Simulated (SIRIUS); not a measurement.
Zr:

```xyz
2
Lattice="3.2320 0.0000 0.0000 -1.6160 2.7990 0.0000 0.0000 0.0000 5.1470" Properties=species:S:1:pos:R:3 pbc="T T T"
Zr    1.6160    0.9330    3.8603
Zr    0.0000    1.8660    1.2868
```

Base run:

* Program: SIRIUS 7.12.0
* Functional: KT2
* Potentials or basis: PseudoDojo 0.4.1 PBE standard (scalar relativistic)
* Cutoff: 915 eV
* Density cutoff: 3659 eV
* k mesh: 9 × 9 × 5
* Occupations: fermi-dirac, width 0.05 eV
* Spin: no spin polarisation

Its results: band gap on the k mesh none (metal or under the smearing width); pressure -6.4 GPa.

Question: The run is repeated on the same cell with these changes: functional from KT2 to PW91; libxc names from ["XC_GGA_XC_KT2"] to ["XC_GGA_X_PW91", "XC_GGA_C_PW91"]. What comes out?

Answer: Band gap on the k mesh none (metal or under the smearing width); pressure 0.2 GPa.

Caveats: the potentials were made for another functional, which shifts forces and pressure.

Not every run made on this cell is shown here.
